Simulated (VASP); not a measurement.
Here is a VASP 6.6.1 calculation.

Contents of INCAR:

```
PREC = Accurate
ENCUT = 520
EDIFF = 1E-6
ISMEAR = 0
SIGMA = 0.1
LREAL = False
LASPH = True
NELM = 100
ALGO = Normal
ISIF = 2
LWAVE = False
LCHARG = False
GGA = PE
NBANDS = 9
```

Contents of KPOINTS:

```
Automatic mesh
0
Gamma
  12 12 8
```

The input POSCAR:

```
Mg
1.0
    3.3535924733      0.0000000000      0.0000000000
   -1.6767962366      2.9042962758      0.0000000000
    0.0000000000      0.0000000000      5.2883286401
Mg
2
Direct
    0.3333333333      0.6666666667      0.2500000000
    0.6666666667      0.3333333333      0.7500000000
```

Potentials or basis: VASP PAW PBE potentials, release 64 (Mg).

Command:

```sh
$ cat potpaw_PBE.64/Mg/POTCAR > POTCAR
$ mpirun -np 1 vasp_std > vasp.out
```

Task: What does it give for the band gap on the k mesh?

Result: None (metal or under the smearing width).

Task: Predict the pressure.

Result: -3.4 GPa.

Stress tensor (GPa, compression positive):
```
-3.48  0.00  0.00
 0.00 -3.48  0.00
 0.00  0.00 -3.27
```
